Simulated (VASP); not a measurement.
# TiO2 (Anatase) (I4_1/amd) in VASP: further runs

One crystal, TiO2 (Anatase), is run at these levels: PBE+D3(BJ); tasks: equation of state.

Program: VASP 6.6.1. These are calculated values, not measurements. Logs are shortened: lines on timing, memory, paths and dates and some standing lists are left out, and cuts for length are marked.

**1. The crystal as given**

The structure is tetragonal, space group I4_1/amd (No. 141). The conventional cell has a = 3.792 Å, b = 3.792 Å, c = 9.562 Å, α = 90.00°, β = 90.00°, γ = 90.00°. Ti (site symmetry -4m2) has 6 O at 1.94 to 1.99 Å as nearest neighbours. O (site symmetry 2mm) has 3 Ti at 1.94 to 1.99 Å as nearest neighbours.

**2. Equation of state, PBE+D3(BJ), 11.00 Å³/atom (a relaxed cell with its volume scaled by 0.96)**

The input, INCAR:

```
SYSTEM = TiO2
ALGO     = Normal         ! electronic algorithm
EDIFF    = 1E-6           ! SCF threshold, eV
ENCUT    = 520            ! plane-wave cutoff, eV
GGA      = PE             ! functional
ISIF     = 2              ! what is computed and relaxed
ISMEAR   = 0              ! smearing method
IVDW     = 12             ! dispersion correction
KPAR     = 2            
LASPH    = .TRUE.         ! aspherical terms in the spheres
LCHARG   = .FALSE.        ! write CHGCAR
LREAL    = .FALSE.        ! projectors in reciprocal space
LWAVE    = .FALSE.        ! write WAVECAR
NELM     = 100            ! most SCF steps
PREC     = Accurate       ! precision mode
SIGMA    = 0.02           ! smearing width, eV
```

The input, KPOINTS:

```
k-points
0
G
  8 8 8
  0 0 0
```

The input, POSCAR:

```
TiO2                                    
1.0
   -1.8702044873      1.8702044873      4.7166185112
    1.8702044873     -1.8702044873      4.7166185112
    1.8702044873      1.8702044873     -4.7166185112
  Ti              O             
     2     4
Direct
     0.7500000000000000    0.2500000000000000    0.5000000000000000
     0.0000000000000000    0.0000000000000000    0.0000000000000000
     0.7915938377714138    0.7915938377714138    0.0000000000000000
     0.5415938377714138    0.0415938377714137    0.5000000000000000
     0.9584061622285862    0.4584061622285863    0.5000000000000000
     0.2084061622285863    0.2084061622285863    1.0000000000000000
```

Potentials or basis: VASP PAW PBE potentials, release 64 (Ti_sv, O).

On the command line:

```bash
> cat potpaw_PBE.64/Ti_sv/POTCAR potpaw_PBE.64/O/POTCAR > POTCAR
> mpirun -np 2 vasp_std > vasp.out
```

OUTCAR:

```text
SYSTEM = TiO2
   EDIFF = 1E-6
   ENCUT = 520
   GGA = PE
   ISIF = 2
   ISMEAR = 0
   IVDW = 12
   LASPH = .TRUE.
   LREAL = .FALSE.
   NELM = 100
   PREC = Accurate
 IVDW          = 12

 ion  position               nearest neighbor table
   1  0.750  0.250  0.500-   3 1.91   6 1.91   3 1.91   6 1.91   5 1.97   4 1.97
   2  0.000  0.000  0.000-   4 1.91   5 1.91   4 1.91   5 1.91   3 1.97   6 1.97
   3  0.792  0.792  0.000-   1 1.91   1 1.91   2 1.97
   4  0.542  0.042  0.500-   2 1.91   2 1.91   1 1.97
   5  0.958  0.458  0.500-   2 1.91   2 1.91   1 1.97
   6  0.208  0.208  0.000-   1 1.91   1 1.91   2 1.97

  LATTYP: Found a body centered tetragonal cell.
 ALAT       =     3.7404089746
 C/A-ratio  =     2.5219801060

  Lattice vectors:

 A1 = (  -1.8702044873,   1.8702044873,   4.7166185112)
 A2 = (   1.8702044873,  -1.8702044873,   4.7166185112)
 A3 = (   1.8702044873,   1.8702044873,  -4.7166185112)

Analysis of symmetry for initial positions (statically):
=====================================================================
 Subroutine PRICEL returns:
 Original cell was already a primitive cell.

 Routine SETGRP: Setting up the symmetry group for a
 body centered tetragonal supercell.

 Subroutine GETGRP returns: Found 16 space group operations
 (whereof  8 operations were pure point group operations)
 out of a pool of 16 trial point group operations.

The static configuration has the point symmetry D_2d.
 The point group associated with its full space group is D_4h.

Analysis of symmetry for dynamics (positions and initial velocities):
=====================================================================
 Subroutine PRICEL returns:
 Original cell was already a primitive cell.

 Routine SETGRP: Setting up the symmetry group for a
 body centered tetragonal supercell.

 Subroutine GETGRP returns: Found 16 space group operations
 (whereof  8 operations were pure point group operations)
 out of a pool of 16 trial point group operations.

The dynamic configuration has the point symmetry D_2d.
 The point group associated with its full space group is D_4h.

 Subroutine INISYM returns: Found 16 space group operations
 (whereof  8 operations are pure point group operations),
 and found     1 'primitive' translations

----------------------------------------------------------------------------------------

                                     Primitive cell

  volume of cell :      65.9886

  direct lattice vectors                    reciprocal lattice vectors
    -1.870204487  1.870204487  4.716618511     0.000000000  0.267350444  0.106008149
     1.870204487 -1.870204487  4.716618511     0.267350444  0.000000000  0.106008149
     1.870204487  1.870204487 -4.716618511     0.267350444  0.267350444  0.000000000

  length of vectors
     5.407570603  5.407570603  5.407570603     0.287600396  0.287600396  0.378090624

  position of ions in fractional coordinates (direct lattice)
     0.750000000  0.250000000  0.500000000
     0.000000000  0.000000000  0.000000000
     0.791593838  0.791593838  0.000000000
     0.541593838  0.041593838  0.500000000
     0.958406162  0.458406162  0.500000000
     0.208406162  0.208406162  0.000000000

  ion indices of the primitive-cell ions
   primitive index   ion index
                 1           1
                 2           2
                 3           3
                 4           4
                 5           5
                 6           6

----------------------------------------------------------------------------------------

 KPOINTS: k-points

Automatic generation of k-mesh.
 Grid dimensions read from file:
 generate k-points for:    8    8    8

 Generating k-lattice:

  Cartesian coordinates                     Fractional coordinates (reciprocal lattice)
     0.000000000  0.033418805  0.013251019     0.125000000  0.000000000 -0.000000000
     0.033418805  0.000000000  0.013251019     0.000000000  0.125000000 -0.000000000
     0.033418805  0.033418805  0.000000000     0.000000000  0.000000000  0.125000000

  Length of vectors
     0.035950049  0.035950049  0.047261328

  Shift w.r.t. Gamma in fractional coordinates (k-lattice)
     0.000000000  0.000000000  0.000000000

 Subroutine IBZKPT returns following result:
 ===========================================

 Found     59 irreducible k-points:

 Following reciprocal coordinates:
            Coordinates               Weight
  0.000000  0.000000  0.000000      1.000000
  0.125000  0.000000  0.000000      8.000000
  0.250000  0.000000  0.000000      8.000000
  0.375000 -0.000000  0.000000      8.000000
  0.500000  0.000000  0.000000      4.000000
  0.125000  0.125000  0.000000      8.000000
[... 16 lines left out ...]
  0.250000  0.125000  0.125000     16.000000
  0.375000  0.125000  0.125000      8.000000
 [... further k-points ...]
   k-points           NKPTS =     59   k-points in BZ     NKDIM =     59   number of bands    NBANDS=     28
   number of dos      NEDOS =    301   number of ions     NIONS =      6
   total plane-waves  NPLWV =  64000
   dimension x,y,z NGX =    40 NGY =   40 NGZ =   40
   dimension x,y,z NGXF=    80 NGYF=   80 NGZF=   80
   ions per type =               2   4
   NGX,Y,Z   is equivalent  to a cutoff of  12.30, 12.30, 12.30 a.u.
   NGXF,Y,Z  is equivalent  to a cutoff of  24.59, 24.59, 24.59 a.u.
 SYSTEM =  TiO2
   PREC   = accura    normal or accurate (medium, high low for compatibility)
   ISTART =      0    job   : 0-new  1-cont  2-samecut
   ICHARG =      2    charge: 1-file 2-atom 10-const
   ISPIN  =      1    spin polarized calculation?
   LNONCOLLINEAR =      F non collinear calculations
   LSORBIT =      F    spin-orbit coupling
   LASPH  =      T    aspherical Exc in radial PAW
   ENCUT  =  520.0 eV  38.22 Ry    6.18 a.u.  10.05 10.05 10.05*2*pi/ulx,y,z
   NELM   =    100;   NELMIN=  2; NELMDL= -5     # of ELM steps
   EDIFF  = 0.1E-05   stopping-criterion for ELM
   LREAL  =      F    real-space projection
   EDIFFG = 0.1E-04   stopping-criterion for IOM
   NSW    =      0    number of steps for IOM
   IBRION =     -1    ionic relax: 0-MD 1-quasi-New 2-CG
   NFREE  =      0    steps in history (QN), initial steepest desc. (CG)
   ISIF   =      2    stress and relaxation
   ISYM   =      2    0-nonsym 1-usesym 2-fastsym
   POTIM  = 0.5000    time-step for ionic-motion
   TEBEG  =    0.0;   TEEND  =   0.0 temperature during run
   PSTRESS=    0.0 pullay stress
   NELECT =      48.0000    total number of electrons
   NUPDOWN=      -1.0000    fix difference up-down
   EMIN   =  10.00;   EMAX   =-10.00  energy-range for DOS
   EFERMI =   0.00;   METHOD = LEGACY
   ISMEAR =     0;   SIGMA  =   0.02  broadening in eV -4-tet -1-fermi 0-gaus
   EFERMI_NEDOS =   21; number of points for ismear=-14 and -15
   IALGO  =     38    algorithm
   IMIX   =      4    mixing-type and parameters
     AMIX     =   0.40;   BMIX     =  1.00
     AMIX_MAG =   1.60;   BMIX_MAG =  1.00
  volume/ion in A,a.u.               =      11.00        74.22
  Fermi-wavevector in a.u.,A,eV,Ry     =   1.472309  2.782260 29.493260  2.167693
  Thomas-Fermi vector in A             =   2.587339
   LORBIT       =      0    0 simple, 1 ext, 2 COOP (PROOUT), +10 PAW based schemes
   GGA     = PE    functional components
   LHFCALC =     F    Hartree Fock is set to
   AEXX    =    0.0000 exact exchange contribution
   IVDW    =    12    specifies the selected vdW correction
   LEPSILON=     F    determine dielectric tensor
   LRPA    =     F    only Hartree local field effects (RPA)
 non-spin polarized calculation
 Gauss-broadening in eV      SIGMA  =   0.02
  energy-cutoff  :      520.00
  volume of cell :       65.99
 maximum number of plane-waves:      1798
   NGX = 21   NGY = 21   NGZ = 21

 number of electron      47.9999993 magnetization

 Free energy of the ion-electron system (eV)
  ---------------------------------------------------
  ext. energy  EPLUGINS =         0.00000000
  ---------------------------------------------------
  free energy    TOTEN  =       -53.69751603 eV

  energy without entropy =      -53.69751603  energy(sigma->0) =      -53.69751603

 E-fermi :   3.8357     XC(G=0): -10.9026

 val. band max:        3.6675207333   @ k =   0.5000   0.5000   0.0000
 cond. band min:       5.8715271541   @ k =   0.0000   0.0000   0.0000
 fundamental gap:      2.2040064208
 Fermi energy:         3.8356681967

 k-point     1 :       0.0000    0.0000    0.0000
  band No.  band energies     occupation
      1     -52.5728      2.00000
      2     -52.5032      2.00000
      3     -29.0858      2.00000
      4     -28.8187      2.00000
      5     -28.8187      2.00000
      6     -28.7387      2.00000
[... 20 lines left out ...]
     27       7.8478      0.00000
     28       7.8487      0.00000

 k-point     2 :       0.1250    0.0000    0.0000
  band No.  band energies     occupation
      1     -52.5705      2.00000
      2     -52.5048      2.00000
      3     -29.0811      2.00000
      4     -28.8415      2.00000
      5     -28.8203      2.00000
      6     -28.7481      2.00000
[... 20 lines left out ...]
     27       7.4439      0.00000
     28       7.6134      0.00000

 k-point     3 :       0.2500    0.0000    0.0000
  band No.  band energies     occupation
      1     -52.5642      2.00000
      2     -52.5092      2.00000
      3     -29.0705      2.00000
      4     -28.8941      2.00000
      5     -28.8239      2.00000
      6     -28.7670      2.00000
[... 20 lines left out ...]
     27       7.1572      0.00000
     28       7.4342      0.00000

 k-point     4 :       0.3750   -0.0000    0.0000
  band No.  band energies     occupation
      1     -52.5566      2.00000
      2     -52.5149      2.00000
      3     -29.0602      2.00000
      4     -28.9465      2.00000
      5     -28.8269      2.00000
      6     -28.7785      2.00000
[... 20 lines left out ...]
     27       7.4329      0.00000
     28       7.4670      0.00000

 k-point     5 :       0.5000    0.0000    0.0000
  band No.  band energies     occupation
      1     -52.5527      2.00000
      2     -52.5180      2.00000
      3     -29.0550      2.00000
      4     -28.9697      2.00000
      5     -28.8280      2.00000
      6     -28.7801      2.00000
[... 20 lines left out ...]
     27       7.4051      0.00000
     28       7.5177      0.00000

 k-point     6 :       0.1250    0.1250    0.0000
  band No.  band energies     occupation
      1     -52.5669      2.00000
      2     -52.5075      2.00000
      3     -29.0696      2.00000
      4     -28.8565      2.00000
      5     -28.8344      2.00000
      6     -28.7530      2.00000
[... 463 lines left out ...]
      5     -28.8768      2.00000
      6     -28.8768      2.00000
[... 20 lines left out ...]
     27       7.6793      0.00000
     28       7.6793      0.00000

 k-point    22 :       0.1250    0.1250    0.1250
  band No.  band energies     occupation
      1     -52.5580      2.00000
      2     -52.5126      2.00000
      3     -29.0700      2.00000
      4     -28.9266      2.00000
      5     -28.8589      2.00000
      6     -28.7986      2.00000
[... 20 lines left out ...]
     27       7.3431      0.00000
     28       7.4601      0.00000

 k-point    23 :       0.2500    0.1250    0.1250
  band No.  band energies     occupation
      1     -52.5504      2.00000
      2     -52.5183      2.00000
      3     -29.0603      2.00000
      4     -28.9703      2.00000
      5     -28.8682      2.00000
      6     -28.8183      2.00000
[... 20 lines left out ...]
     27       7.4408      0.00000
     28       7.5063      0.00000

 k-point    24 :       0.3750    0.1250    0.1250
  band No.  band energies     occupation
      1     -52.5462      2.00000
      2     -52.5217      2.00000
      3     -29.0549      2.00000
      4     -28.9917      2.00000
      5     -28.8703      2.00000
      6     -28.8253      2.00000
[... 20 lines left out ...]
     27       7.5337      0.00000
     28       7.5466      0.00000

 [... further k-points ...]

------------------------ aborting loop because EDIFF is reached ----------------------------------------

 Edisp (eV)   -1.40341

 E8    (eV) :    -0.5584

  FORCE on cell =-STRESS in cart. coord.  units (eV):
  Direction    XX          YY          ZZ          XY          YZ          ZX
  --------------------------------------------------------------------------------------
  -------------------------------------------------------------------------------------
  Total       4.01128     4.01128     4.16482     0.00000     0.00000     0.00000
  in kB      97.39219    97.39219   101.12012     0.00000     0.00000     0.00000
  external pressure =       98.63 kB  Pullay stress =        0.00 kB

 VOLUME and BASIS-vectors are now :
 -----------------------------------------------------------------------------
  energy-cutoff  :      520.00
  volume of cell :       65.99
      direct lattice vectors                 reciprocal lattice vectors
    -1.870204487  1.870204487  4.716618511     0.000000000  0.267350444  0.106008149
     1.870204487 -1.870204487  4.716618511     0.267350444  0.000000000  0.106008149
     1.870204487  1.870204487 -4.716618511     0.267350444  0.267350444  0.000000000

 POSITION                                       TOTAL-FORCE (eV/Angst)
 -----------------------------------------------------------------------------------
      0.00000      1.87020      2.35831        -0.000000     -0.000000      0.000000
      0.00000      0.00000      0.00000        -0.000000     -0.000000      0.000000
      0.00000      0.00000      7.46729         0.000000     -0.000000     -0.234568
      0.00000      1.87020      0.39236        -0.000000      0.000000     -0.234568
     -0.00000      1.87020      4.32425        -0.000000      0.000000      0.234568
      0.00000      0.00000      1.96594         0.000000     -0.000000      0.234568
 -----------------------------------------------------------------------------------
    total drift:                                0.000000      0.000000     -0.000000

  FREE ENERGIE OF THE ION-ELECTRON SYSTEM (eV)
  ---------------------------------------------------
  free  energy   TOTEN  =       -55.1009241947 eV

  energy  without entropy=      -55.1009241947  energy(sigma->0) =      -55.10092419
```

Wall time 47 s (2 MPI ranks of Intel Xeon 6975P-C (Granite Rapids), shared host); peak memory 0.28 GiB.

Results:

- Free energy: -55.1009 eV
- Pressure: 9.9 GPa
- Largest force: 0.235 eV/Å
- Band gap on the k mesh: 2.20 eV, indirect (least direct gap 2.52 eV)
- Dispersion energy per atom: -0.234 eV

**3. Equation of state, PBE+D3(BJ), 11.23 Å³/atom (a relaxed cell with its volume scaled by 0.98)**

INCAR is that of step 2.

KPOINTS is that of step 2.

Edit POSCAR of step 2 so:

```diff
@@ -2,5 +2,5 @@
 1.0
-   -1.8702044873      1.8702044873      4.7166185112
-    1.8702044873     -1.8702044873      4.7166185112
-    1.8702044873      1.8702044873     -4.7166185112
+   -1.8831028569      1.8831028569      4.7491479426
+    1.8831028569     -1.8831028569      4.7491479426
+    1.8831028569      1.8831028569     -4.7491479426
   Ti              O
```

Potentials or basis: VASP PAW PBE potentials, release 64 (Ti_sv, O).

On the command line:

```bash
> cat potpaw_PBE.64/Ti_sv/POTCAR potpaw_PBE.64/O/POTCAR > POTCAR
> mpirun -np 2 vasp_std > vasp.out
```

Run time: 59 s. Hardware: 2 MPI ranks of Intel Xeon 6975P-C (Granite Rapids), shared host; peak memory 0.27 GiB.

It converged, with:

| Property | Result |
| --- | --- |
| Free energy | -55.1653 eV |
| Pressure | 4.8 GPa |
| Largest force | 0.110 eV/Å |
| Band gap on the k mesh | 2.16 eV, indirect (least direct gap 2.47 eV) |
| Dispersion energy per atom | -0.229 eV |

**4. Equation of state, PBE+D3(BJ), 11.46 Å³/atom**

INCAR is that of step 3.

KPOINTS is that of step 3.

Edit POSCAR of step 3 so:

```diff
@@ -2,5 +2,5 @@
 1.0
-   -1.8831028569      1.8831028569      4.7491479426
-    1.8831028569     -1.8831028569      4.7491479426
-    1.8831028569      1.8831028569     -4.7491479426
+   -1.8958269108      1.8958269108      4.7812377535
+    1.8958269108     -1.8958269108      4.7812377535
+    1.8958269108      1.8958269108     -4.7812377535
   Ti              O
```

On the command line:

```bash
> cat potpaw_PBE.64/Ti_sv/POTCAR potpaw_PBE.64/O/POTCAR > POTCAR
> mpirun -np 2 vasp_std > vasp.out
```

Run time: 76 s. Hardware: 2 MPI ranks of Intel Xeon 6975P-C (Granite Rapids), shared host; peak memory 0.29 GiB.

The run converged. Its results:

- Free energy: -55.1887 eV
- Pressure: 0.3 GPa
- Largest force: 0.005 eV/Å
- Band gap on the k mesh: 2.11 eV, indirect (least direct gap 2.42 eV)
- Dispersion energy per atom: -0.224 eV

**5. Equation of state, PBE+D3(BJ), 11.69 Å³/atom (a relaxed cell with its volume scaled by 1.02)**

INCAR is that of step 4.

KPOINTS is that of step 4.

Edit POSCAR of step 4 so:

```diff
@@ -2,5 +2,5 @@
 1.0
-   -1.8958269108      1.8958269108      4.7812377535
-    1.8958269108     -1.8958269108      4.7812377535
-    1.8958269108      1.8958269108     -4.7812377535
+   -1.9083824218      1.9083824218      4.8129025025
+    1.9083824218     -1.9083824218      4.8129025025
+    1.9083824218      1.9083824218     -4.8129025025
   Ti              O
```

On the command line:

```bash
> cat potpaw_PBE.64/Ti_sv/POTCAR potpaw_PBE.64/O/POTCAR > POTCAR
> mpirun -np 2 vasp_std > vasp.out
```

Run time: 79 s. Hardware: 2 MPI ranks of Intel Xeon 6975P-C (Granite Rapids), shared host; peak memory 0.29 GiB.

The run converged. Its results:

```yaml
Free_energy: -55.1753 eV
Pressure: -3.7 GPa
Largest_force: 0.112 eV/Å
Band_gap_on_the_k_mesh: 2.07 eV, indirect (least direct gap 2.38 eV)
Dispersion_energy_per_atom: -0.219 eV
```

**6. Equation of state, PBE+D3(BJ), 11.91 Å³/atom (a relaxed cell with its volume scaled by 1.04)**

INCAR is that of step 5.

KPOINTS is that of step 5.

Edit POSCAR of step 5 so:

```diff
@@ -2,5 +2,5 @@
 1.0
-   -1.9083824218      1.9083824218      4.8129025025
-    1.9083824218     -1.9083824218      4.8129025025
-    1.9083824218      1.9083824218     -4.8129025025
+   -1.9207748627      1.9207748627      4.8441559919
+    1.9207748627     -1.9207748627      4.8441559919
+    1.9207748627      1.9207748627     -4.8441559919
   Ti              O
```

Potentials or basis: VASP PAW PBE potentials, release 64 (Ti_sv, O).

On the command line:

```bash
> cat potpaw_PBE.64/Ti_sv/POTCAR potpaw_PBE.64/O/POTCAR > POTCAR
> mpirun -np 2 vasp_std > vasp.out
```

Run time: 73 s. Hardware: 2 MPI ranks of Intel Xeon 6975P-C (Granite Rapids), shared host; peak memory 0.3 GiB.

Results (log left out):

* Free energy: -55.1287 eV
* Pressure: -7.4 GPa
* Largest force: 0.212 eV/Å
* Band gap on the k mesh: 2.02 eV, indirect (least direct gap 2.33 eV)
* Dispersion energy per atom: -0.214 eV

**7. Equation of state, PBE+D3(BJ)**

No new run: the results of the series are fitted here.

Results:

* Equilibrium volume: 11.48 Å³/atom
* Bulk modulus at fixed shape and positions: 212 GPa
* Pressure derivative of the bulk modulus: 4.2 (rough: it moves with the points fitted)

Energy against volume, from the lowest point:
```tsv
volume (Å³/atom)	energy (meV/atom)
10.998	14.64
11.227	3.91
11.456	0.00
11.685	2.24
11.915	10.01
```

Caveat: the cell was scaled at fixed shape and fractional positions, which overstates the stiffness of a crystal with free parameters, most of all of layers and chains.
